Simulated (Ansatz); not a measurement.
# SiC (F-43m), one atom moved over a plane

All numbers below come from Ansatz 0.2.0, DFT r2SCAN, scalar-relativistic, plane waves, PAW. Settings: plane waves to 500 eV, k-mesh 12×12×12 (Γ-centred), Gaussian smearing 0.05 eV. No spin polarisation. Energies are free energies at this smearing, counted from the undisturbed cell; pressure is positive in compression.

The starting cell (as given, not relaxed at this level; it stands at 1.3 GPa):

```
Si C
1.0
     0.00000    2.17400    2.17400
     2.17400    0.00000    2.17400
     2.17400    2.17400    0.00000
Si C
1 1
Direct
  0.00000 0.00000 0.00000
  0.75000 0.75000 0.75000
```

Atom 1 (Si) is moved by p along (0.707, 0.707, 0.000) and q along (0.000, 0.000, 1.000) (Å), all else fixed. Points are written (p, q).

Energy above the undisturbed cell in eV/cell (a dash: not computed):

```
 p \ q  -0.450  -0.225  0.000  0.225  0.450
-0.450    9.68    4.93      ?      ?   1.62
-0.225    3.49    1.51   0.52      ?   1.71
 0.000    1.77    0.49   0.00   0.49   1.77
 0.225    3.49    1.51   0.52      ?   1.71
 0.450    9.68    4.93      ?      ?   1.62
```

(1) Fill in the withheld energies.

## Answers

(1) (-0.450, 0.000): 2.17; (-0.450, 0.225): 1.25; (-0.225, 0.225): 0.66; (0.225, 0.225): 0.66; (0.450, 0.000): 2.17; (0.450, 0.225): 1.25.